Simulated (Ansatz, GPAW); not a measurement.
# Ballistic transport through pyrimidine-2,5-dithiol between two Al chains, from relaxation to T(E), part 2 of 2

How well does pyrimidine-2,5-dithiol between two Al chains conduct once its atoms have relaxed, and how much do cheaper levels lose?

GPAW 26.7.0 and Ansatz 0.2.0; Ansatz plane waves; relaxation of the junction with the lead ends held; PAW set soft_1 (the session's first sound run).

So far, transmission at the Fermi level (one spin): step 3 (plane-wave reference (PBE)) 0.0264. Also open channels of the lead at the Fermi level (one spin): step 3 2.

## (4) Double-zeta polarised basis

The script solves lead and junction separately, takes H and S in the orbital basis, and joins semi-infinite leads through their self-energies; the dzp basis is the working standard.

This step: GPAW LCAO, PAW setups; Landauer transmission from Green's functions with principal layers (ASE), zero bias (GPAW 26.7.0).

Input file run.py:

```python
import json
import numpy as np
from ase import Atoms
from ase.transport.calculators import TransportCalculator
from gpaw import GPAW, FermiDirac
from gpaw.lcao.tools import get_lcao_hamiltonian
from scipy.linalg import eigh

# The junction with lead layers at both ends, along the third cell vector
device = Atoms(
    ['Al', 'Al', 'Al', 'Al', 'Al', 'Al', 'Al', 'S', 'C', 'N', 'N', 'C', 'C', 'H', 'H', 'C', 'S', 'Al', 'Al', 'Al', 'Al', 'Al', 'Al', 'Al'],
    positions=[
        [7.20726, 4.50000, 1.20000],
        [7.20726, 4.50000, 3.60000],
        [7.20726, 4.50000, 6.00000],
        [7.20726, 4.50000, 8.40000],
        [7.20726, 4.50000, 10.80000],
        [7.47133, 3.36129, 13.15293],
        [6.69201, 4.57810, 15.40612],
        [4.50619, 4.30323, 16.10948],
        [5.36073, 4.45205, 17.62557],
        [6.73024, 4.46146, 17.47130],
        [4.74799, 4.58293, 18.80116],
        [7.49876, 4.56993, 18.58009],
        [5.51721, 4.71061, 19.88472],
        [8.58039, 4.56754, 18.43394],
        [4.99158, 4.84654, 20.83568],
        [6.93121, 4.69218, 19.85849],
        [7.95567, 4.92210, 21.29152],
        [6.73824, 4.24005, 23.16976],
        [7.91370, 4.76436, 25.63667],
        [7.20726, 4.50000, 28.19193],
        [7.20726, 4.50000, 30.59193],
        [7.20726, 4.50000, 32.99193],
        [7.20726, 4.50000, 35.39193],
        [7.20726, 4.50000, 37.79193]],
    cell=[[14.41452, 0.0, 0.0], [0.0, 9.0, 0.0], [0.0, 0.0, 38.99193]],
    pbc=True)

# One principal layer of the lead: the first 4 atoms of the device
lead = Atoms(
    ['Al', 'Al', 'Al', 'Al'],
    positions=[
        [7.20726, 4.50000, 1.20000],
        [7.20726, 4.50000, 3.60000],
        [7.20726, 4.50000, 6.00000],
        [7.20726, 4.50000, 8.40000]],
    cell=[[14.41452, 0.0, 0.0], [0.0, 9.0, 0.0], [0.0, 0.0, 9.6]],
    pbc=True)

settings = dict(mode='lcao', basis='dzp', xc='PBE', h=0.18,
                occupations=FermiDirac(0.1), maxiter=250,
                mixer=dict(beta=0.1, nmaxold=8, weight=100.0),
                convergence=dict(density=0.0001))
energies = np.arange(-2, 2 + 1e-9, 0.025)
eta = 0.0001
n1, n2 = 1, 1
# k and -k transmit alike, so half of the mesh across the current serves
mesh = [(i, j) for i in range(n1) for j in range(n2) if (i, j) <= (-i % n1, -j % n2)]
weights = np.array([1 if (i, j) == (-i % n1, -j % n2) else 2 for i, j in mesh]) / (n1 * n2)

# [... helper functions left out ...]
fermi_lead = ground_state(lead, (1, 1, 12), 'lead.txt')
fermi_device = ground_state(device, (1, 1, 2), 'device.txt')
# [... loop over the mesh left out, but for ...]
        # Shift the lead onto the potential of the device's first layer
        shift = ((H[:, 0, 0] - H0[:, 0, 0]) / S0[0, 0]).real.mean()
# [...]
kT = 8.617333e-5 * 300
bias = [0.1, 0.2, 0.5, 1.0, 1.5, 2.0]
# [... integrals and printing left out ...]
```

Run with:

```console
$ OMP_NUM_THREADS=1 OPENBLAS_NUM_THREADS=1 python run.py
```

It took 2.8 min on 1 thread of Arm Neoverse V1, shared host; peak memory 2.5 GiB.

This step gave:

```
conductance                                    : 0.02906 G₀
thermopower                                    : -36.36 μV/K
largest coupling past the next principal layer : 1.11e-15 eV
largest misfit of the first principal layer    : 0.04165 eV
shift that aligns the lead                     : 0.01251 eV
basis functions of the junction                : 296
basis functions of a principal layer           : 52
transmission at the Fermi level (one spin)     : 0.02850
```

One spin. Table of transmission, zone mean by energy, zero at the Fermi level:

```tsv
energy (eV)	transmission, zone mean
-2.000	0.0334
-1.800	0.0620
-1.600	0.0247
-1.400	0.00782
-1.200	6.7e-11
-1.000	4.5e-12
-0.800	6.0e-12
-0.600	4.2e-10
-0.400	1.0e-9
-0.200	0.00899
0.000	0.0285
0.200	0.0747
0.400	0.285
0.575	0.743
0.600	0.740
0.800	0.371
1.000	0.216
1.200	0.149
1.400	0.191
1.600	0.657
1.775	1.06
1.800	1.06
2.000	0.953
```

Crossings of the lead's bands, unfolded to its shortest repeat. The open channels, zone mean by energy, zero at the Fermi level:

```tsv
energy (eV)	open channels, zone mean
-2.000	1
-1.900	1
-1.800	1
-1.700	1
-1.600	1
-1.500	1
-1.400	1
-1.300	1
-1.200	0
-1.100	0
-1.000	0
-0.900	0
-0.800	0
-0.700	0
-0.600	0
-0.500	0
-0.400	0
-0.300	2
-0.200	2
-0.100	2
0.000	2
0.100	2
0.200	2
0.300	2
0.400	2
0.500	2
0.600	2
0.700	2
0.800	2
0.900	2
1.000	3
1.100	3
1.200	3
1.300	3
1.400	3
1.500	3
1.600	3
1.700	3
1.800	3
1.900	3
2.000	3
```

Not self-consistent under bias; the bias window is split evenly. Current through one cell, from the zero-bias transmission against bias:

```tsv
bias (V)	current through one cell, from the zero-bias transmission (μA)
0.100	0.227
0.200	0.465
0.500	1.42
1.000	6.93
1.500	18.9
2.000	24.9
```

Table of transmission of the three most open eigenchannels by energy, zero at the Fermi level:

```tsv
energy (eV)	channel 1	channel 2	channel 3
-2.000	0.0334	0	0
-1.900	0.0485	0	0
-1.800	0.0620	0	0
-1.700	0.0359	0	0
-1.600	0.0247	0	0
-1.500	0.0187	0	0
-1.400	0.00782	0	0
-1.300	6.9e-4	0	0
-1.200	6.7e-11	0	0
-1.100	1.1e-11	0	0
-1.000	4.5e-12	0	0
-0.900	3.7e-12	0	0
-0.800	6.0e-12	0	0
-0.700	3.8e-11	0	0
-0.600	4.2e-10	0	0
-0.500	3.8e-9	0	0
-0.400	1.0e-9	0	0
-0.300	0.00456	5.7e-7	0
-0.200	0.00899	6.0e-7	0
-0.100	0.0167	1.2e-7	1.4e-12
0.000	0.0285	2.3e-7	1.3e-12
0.100	0.0455	2.3e-6	0
0.200	0.0747	7.6e-6	0
0.300	0.137	1.8e-5	0
0.400	0.285	3.8e-5	0
0.500	0.581	6.9e-5	0
0.600	0.740	1.1e-4	0
0.700	0.554	1.6e-4	1.1e-12
0.800	0.371	2.0e-4	5.2e-12
0.900	0.262	2.3e-4	1.1e-10
1.000	0.215	8.3e-4	2.0e-4
1.100	0.171	0.00237	2.0e-4
1.200	0.144	0.00463	1.6e-4
1.300	0.139	0.00833	7.9e-5
1.400	0.174	0.0168	8.3e-6
1.500	0.296	0.0362	5.8e-6
1.600	0.593	0.0643	3.0e-5
1.700	0.908	0.0911	5.0e-5
1.800	0.948	0.108	6.2e-5
1.900	0.890	0.111	6.9e-5
2.000	0.850	0.102	7.2e-5
```

At the Fermi level T is 0.0285 against 0.0264 in plane waves. Couplings past the next layer reach 1.1e-15 eV, small enough to drop; the matrix elements of the cell's first layer differ from the bulk lead's by up to 0.042 eV. That layer keeps its own values in the calculation, and only beyond it is the lead taken as perfect. The Fermi levels of lead and junction count from different zeros of potential, one for each periodic cell; with both set to zero, the small remaining shift is what aligns them. By hand: G = 0.02906 × 77.48 μS = 2.25 μS, a resistance of 444 kΩ; at 0.1 V a linear junction would pass 0.225 μA, and the integral over the bias window gives 0.227 μA. Mott's formula, S = -(π²/3)(k_B²T/e) d ln T/dE, has the prefactor 7.33 μV/K·eV at 300 K; T = 0.02516 at -0.025 eV and 0.03213 at 0.025 eV give a slope of 4.89 per eV and S = -35.8 μV/K, beside -36.4 μV/K from the thermal integral, which interpolates the same grid.

## (5) GPAW, szp: basis = "szp(dzp)"

The second zeta is dropped, the polarisation orbitals stay.

run.py: that of step 4 with these lines changed.

```diff
@@ -50,3 +50,3 @@
 
-settings = dict(mode='lcao', basis='dzp', xc='PBE', h=0.18,
+settings = dict(mode='lcao', basis='szp(dzp)', xc='PBE', h=0.18,
                 occupations=FermiDirac(0.1), maxiter=250,
```

Wall time 2.6 min (1 thread); peak memory 2.5 GiB.

This step gave:

| Quantity | Value |
| --- | --- |
| conductance | 0.05816 G₀ |
| thermopower | -52.34 μV/K |
| largest coupling past the next principal layer | 1.22e-15 eV |
| largest misfit of the first principal layer | 0.04822 eV |
| shift that aligns the lead | 0.02173 eV |
| basis functions of the junction | 206 |
| basis functions of a principal layer | 36 |
| transmission at the Fermi level (one spin) | 0.05536 |

The conductance, 0.0582 G₀, lies 100 % above that of the dzp run.

## (6) GPAW, sz: basis = "sz(dzp)"

One function for each valence shell of the setup, as for a first survey of a large system.

run.py: that of step 5 with these lines changed.

```diff
@@ -50,3 +50,3 @@
 
-settings = dict(mode='lcao', basis='szp(dzp)', xc='PBE', h=0.18,
+settings = dict(mode='lcao', basis='sz(dzp)', xc='PBE', h=0.18,
                 occupations=FermiDirac(0.1), maxiter=250,
```

It took 1.7 min on 1 thread; peak memory 2.3 GiB.

This step gave:

* conductance: 0.08538 G₀
* thermopower: -55.46 μV/K
* largest coupling past the next principal layer: 8.91e-16 eV
* largest misfit of the first principal layer: 0.05957 eV
* shift that aligns the lead: 0.02964 eV
* basis functions of the junction: 90
* basis functions of a principal layer: 16
* transmission at the Fermi level (one spin): 0.08041

One spin. Transmission, zone mean against energy, zero at the Fermi level:

```tsv
energy (eV)	transmission, zone mean
-2.000	0.0193
-1.900	0.0501
-1.800	0.0877
-1.725	0.137
-1.700	4.6e-6
-1.600	4.3e-12
-1.500	4.2e-12
-1.400	1.4e-12
-1.300	0
-1.200	0
-1.100	0
-1.000	0
-0.900	0
-0.800	2.4e-12
-0.700	4.5e-11
-0.600	1.6e-10
-0.500	2.3e-10
-0.400	4.8e-9
-0.300	0.0105
-0.200	0.0183
-0.100	0.0386
0.000	0.0804
0.100	0.168
0.200	0.396
0.300	0.645
0.400	0.319
0.500	0.148
0.600	0.0869
0.700	0.0773
0.800	0.0720
0.900	0.0700
1.000	0.0787
1.100	0.115
1.200	0.223
1.300	0.503
1.400	0.923
1.450	1.01
1.500	0.973
1.600	0.775
1.700	0.631
1.800	0.562
1.900	0.542
2.000	0.548
```

The conductance, 0.0854 G₀, lies 194 % above that of the dzp run.

## (7) LDA in the dzp basis: xc = "LDA"

Back in the dzp basis, the functional changes from PBE to LDA, to set the spread between functionals beside that between bases.

run.py: that of step 6 with these lines changed.

```diff
@@ -50,3 +50,3 @@
 
-settings = dict(mode='lcao', basis='sz(dzp)', xc='PBE', h=0.18,
+settings = dict(mode='lcao', basis='dzp', xc='LDA', h=0.18,
                 occupations=FermiDirac(0.1), maxiter=250,
```

Run time: 2.6 min. Hardware: 1 thread; peak memory 2.5 GiB.

This step gave:

```yaml
conductance: 0.03647 G₀
thermopower: -38.59 μV/K
largest_coupling_past_the_next_principal_layer: 1.49e-15 eV
largest_misfit_of_the_first_principal_layer: 0.04130 eV
shift_that_aligns_the_lead: 0.01571 eV
basis_functions_of_the_junction: 296
basis_functions_of_a_principal_layer: 52
transmission_at_the_fermi_level_one_spin: 0.03566
```

The conductance, 0.0365 G₀, lies 25 % above that of the dzp run.

## (8) The structure as built: geometry = "as built"

The dzp basis with PBE on the structure as first built shows what the relaxation was worth.

run.py: that of step 7 with these lines changed.

```diff
@@ -17,16 +17,16 @@
         [7.20726, 4.50000, 10.80000],
-        [7.47133, 3.36129, 13.15293],
-        [6.69201, 4.57810, 15.40612],
-        [4.50619, 4.30323, 16.10948],
-        [5.36073, 4.45205, 17.62557],
-        [6.73024, 4.46146, 17.47130],
-        [4.74799, 4.58293, 18.80116],
-        [7.49876, 4.56993, 18.58009],
-        [5.51721, 4.71061, 19.88472],
-        [8.58039, 4.56754, 18.43394],
-        [4.99158, 4.84654, 20.83568],
-        [6.93121, 4.69218, 19.85849],
-        [7.95567, 4.92210, 21.29152],
-        [6.73824, 4.24005, 23.16976],
-        [7.91370, 4.76436, 25.63667],
+        [7.20726, 4.50000, 13.20000],
+        [7.20726, 4.50000, 15.60000],
+        [5.14506, 4.62142, 16.35670],
+        [5.23537, 4.89017, 18.09895],
+        [6.46314, 4.96407, 18.64012],
+        [4.08503, 5.00457, 18.78045],
+        [6.51175, 5.16990, 19.97533],
+        [4.19808, 5.20836, 20.11171],
+        [7.51756, 5.23497, 20.38197],
+        [3.25000, 5.30116, 20.63569],
+        [5.40001, 5.29494, 20.78313],
+        [5.49250, 5.57011, 22.52332],
+        [7.20726, 4.50000, 23.39193],
+        [7.20726, 4.50000, 25.79193],
         [7.20726, 4.50000, 28.19193],
@@ -50,3 +50,3 @@
 
-settings = dict(mode='lcao', basis='dzp', xc='LDA', h=0.18,
+settings = dict(mode='lcao', basis='dzp', xc='PBE', h=0.18,
                 occupations=FermiDirac(0.1), maxiter=250,
```

Wall time 3.1 min (1 thread); peak memory 2.5 GiB.

Numbers from this step:

- conductance: 0.2118 G₀
- thermopower: 35.59 μV/K
- largest coupling past the next principal layer: 1.11e-15 eV
- largest misfit of the first principal layer: 0.01751 eV
- shift that aligns the lead: 0.004426 eV
- transmission at the Fermi level (one spin): 0.2119

One spin. The transmission, zone mean by energy, zero at the Fermi level:

```tsv
energy (eV)	transmission, zone mean
-2.000	0.0370
-1.825	0.398
-1.800	0.258
-1.600	8.1e-4
-1.400	2.8e-6
-1.200	0
-1.000	0
-0.800	0
-0.600	0
-0.400	4.0e-9
-0.200	0.207
-0.125	0.312
0.000	0.212
0.200	0.0597
0.400	0.0317
0.600	0.0298
0.800	0.0335
1.000	0.0424
1.200	0.0509
1.400	0.0608
1.600	0.119
1.725	0.982
1.800	0.437
2.000	0.282
```

The conductance, 0.212 G₀, lies a factor of 7.3 above that of the dzp run.

## (9) Cost and result by level

Times are wall times on the hardware named with each run. Results by setting:

```tsv
no.	run	conductance (G₀)	time	memory (GiB)
1	pw PBE	0.02706	2.5 h	6.8
2	dzp	0.02906	2.8 min	2.5
3	szp	0.05816	2.6 min	2.5
4	sz	0.08538	1.7 min	2.3
5	dzp LDA	0.03647	2.6 min	2.5
6	asbuilt	0.2118	3.1 min	2.5
```

## (10) Comparison

The curves are compared point by point over the common energies.

This step: comparison of transmission and cost over codes, levels and geometry; PAW set soft_1 (GPAW 26.7.0).

Ladder, by row:

```tsv
step	code	T at the Fermi level (sum over the listed spins)	conductance (G0)	r.m.s. T(E) from the first	wall time (s)	peak memory (GiB)	threads
pw-pbe	Ansatz	0.02637	0.02706	0	9082	6.808	4
dzp	GPAW	0.0285	0.02906	0.1	168.8	2.51	1
szp	GPAW	0.05536	0.05816	0.2079	158.5	2.47	1
sz	GPAW	0.08041	0.08538	0.2396	102.8	2.29	1
dzp-LDA	GPAW	0.03566	0.03647	0.05406	155.7	2.51	1
asbuilt	GPAW	0.2119	0.2118	0.3083	185.5	2.52	1
```

The transmission, zone mean, sum over the listed spins by energy, zero at the Fermi level:

```tsv
energy (eV)	pw-pbe	dzp	szp	sz	dzp-LDA	asbuilt
-2.000	0.0333	0.0334	0.0185	0.0193	0.0295	0.0370
-1.800	0.0712	0.0620	0.0470	0.0877	0.0607	0.258
-1.600	0.0235	0.0247	0.0116	4.3e-12	0.0228	8.1e-4
-1.400	0.00814	0.00782	0.00181	1.4e-12	0.00933	2.8e-6
-1.200	0	6.7e-11	1.2e-11	4.2e-13	9.9e-11	2.5e-13
-1.000	0	4.5e-12	2.4e-12	4.2e-13	5.8e-12	5.9e-14
-0.800	0	6.0e-12	5.0e-12	2.4e-12	7.6e-12	4.8e-14
-0.600	0	4.2e-10	5.1e-10	1.6e-10	6.1e-10	9.3e-14
-0.400	0	1.0e-9	4.8e-11	4.8e-9	9.3e-10	4.0e-9
-0.200	0.00841	0.00899	0.0123	0.0183	0.0105	0.207
0.000	0.0264	0.0285	0.0554	0.0804	0.0357	0.212
0.200	0.0762	0.0747	0.250	0.396	0.0999	0.0597
0.300	0.152	0.137	0.634	0.645	0.194	0.0393
0.325	0.185	0.163	0.708	0.583	0.235	0.0366
0.400	0.349	0.285	0.527	0.319	0.426	0.0317
0.550	0.785	0.714	0.164	0.110	0.758	0.0295
0.575	0.762	0.743	0.143	0.0973	0.715	0.0296
0.600	0.710	0.740	0.126	0.0869	0.655	0.0298
0.800	0.300	0.371	0.0890	0.0720	0.289	0.0335
1.000	0.181	0.216	0.101	0.0787	0.197	0.0424
1.200	0.144	0.149	0.213	0.223	0.153	0.0509
1.400	0.344	0.191	0.843	0.923	0.258	0.0608
1.450	0.505	0.244	1.01	1.01	0.350	0.0645
1.500	0.721	0.332	1.04	0.973	0.495	0.0706
1.600	1.03	0.657	0.888	0.775	0.892	0.119
1.625	1.05	0.759	0.844	0.730	0.972	0.164
1.775	0.943	1.06	0.685	0.574	1.03	0.555
1.800	0.927	1.06	0.674	0.562	1.01	0.437
2.000	0.821	0.953	0.645	0.548	0.903	0.282
```

## (11) Density threshold 0.01

The Hamiltonian is taken from the last density. The density threshold is one of the tests that end the cycle; the energy must settle too, so a loose value may not be the test that decides.

This step: GPAW LCAO, PAW setups; Landauer transmission from Green's functions with principal layers (ASE), zero bias (GPAW 26.7.0).

run.py: that of step 8 with these lines changed.

```diff
@@ -17,16 +17,16 @@
         [7.20726, 4.50000, 10.80000],
-        [7.20726, 4.50000, 13.20000],
-        [7.20726, 4.50000, 15.60000],
-        [5.14506, 4.62142, 16.35670],
-        [5.23537, 4.89017, 18.09895],
-        [6.46314, 4.96407, 18.64012],
-        [4.08503, 5.00457, 18.78045],
-        [6.51175, 5.16990, 19.97533],
-        [4.19808, 5.20836, 20.11171],
-        [7.51756, 5.23497, 20.38197],
-        [3.25000, 5.30116, 20.63569],
-        [5.40001, 5.29494, 20.78313],
-        [5.49250, 5.57011, 22.52332],
-        [7.20726, 4.50000, 23.39193],
-        [7.20726, 4.50000, 25.79193],
+        [7.47133, 3.36129, 13.15293],
+        [6.69201, 4.57810, 15.40612],
+        [4.50619, 4.30323, 16.10948],
+        [5.36073, 4.45205, 17.62557],
+        [6.73024, 4.46146, 17.47130],
+        [4.74799, 4.58293, 18.80116],
+        [7.49876, 4.56993, 18.58009],
+        [5.51721, 4.71061, 19.88472],
+        [8.58039, 4.56754, 18.43394],
+        [4.99158, 4.84654, 20.83568],
+        [6.93121, 4.69218, 19.85849],
+        [7.95567, 4.92210, 21.29152],
+        [6.73824, 4.24005, 23.16976],
+        [7.91370, 4.76436, 25.63667],
         [7.20726, 4.50000, 28.19193],
@@ -53,3 +53,3 @@
                 mixer=dict(beta=0.1, nmaxold=8, weight=100.0),
-                convergence=dict(density=0.0001))
+                convergence=dict(density=0.01))
 energies = np.arange(-2, 2 + 1e-9, 0.025)
```

The job ended after 2 min (1 thread; peak memory 2.5 GiB).

The run finished with changed settings (conv = 0.01); it serves as a test.

The two runs compared:

```tsv
quantity	this run	sound run	difference
conductance (G₀)	0.029416	0.029062	3.5e-4
thermopower (μV/K)	-35.553	-36.357	0.804
largest coupling past the next principal layer (eV)	1.570e-15	1.110e-15	4.6e-16
largest misfit of the first principal layer (eV)	0.062494	0.041649	0.0208
shift that aligns the lead (eV)	-0.011090	0.012509	-0.0236
transmission at the Fermi level (one spin)	0.028928	0.028497	4.3e-4
```

## (12) Outcome

| Property | Result |
| --- | --- |
| conductance | 0.0291 G₀ |
| transmission at the Fermi level, mean of the spins | 0.0285 |
| thermopower | -36.4 μV/K |
| open channels of the lead there | 2 |

**Reading.** In the dzp basis the junction conducts 0.0291 G₀ at 300 K, with T = 0.0285 a spin at the Fermi level; no smaller basis tried comes within 10 % of that conductance. Relaxation moved atoms by up to 2.8 Å and took the conductance from 0.212 to 0.0291 G₀, as a ratio a larger change than the step from dzp to the minimal basis. Plane waves (PBE) give T = 0.0264 there. The scatterer reflects about 99 % of the incoming channels at the Fermi level. The negative thermopower says that the thermally weighted transmission is larger above the Fermi level, as for electron-like transport. Measured against the first run (pw-pbe), the nearest curve is that of dzp-LDA (r.m.s. 0.054) and the farthest that of asbuilt (0.31). Over the compared runs wall time goes from 103 s (sz) to 9082 s (pw-pbe), on a shared host; the plane-wave run used 4 threads and the orbital runs 1. Moves of this size go well beyond a change of bond lengths: the free chain atoms or the scatterer took up a new arrangement, and the name in the title describes the start. The leads kept an estimated spacing and the cell its length, so the junction may be under some tension or compression. Semilocal functionals put molecular levels too near the Fermi level, so such conductances usually come out too high, and chain electrodes have a sharper density of states than real ones. Energies count from the junction cell's Fermi level; in the run with T = 0.0285 there, the aligned lead's own level lies at 0.013 eV, where T interpolates to 0.0303; the finite cell leaves the answer open by at least that much. An evenly spaced straight chain is an idealisation: free chains tend to dimerise, zigzag or, where a band edge lies near the Fermi level, turn magnetic. The currents use the zero-bias T(E) throughout, which holds only while the bias is small against the distance to the nearest feature.

[Logs are printed without paths, hosts, clocks, repeated set-up lines and the standing remarks that a program may print on its own settings, such as how far it seeks lower states.]

[Hosts, paths, dates, database ids (printed as entryN), source tags and the programs' standing remarks are cut or masked in the printed files.]
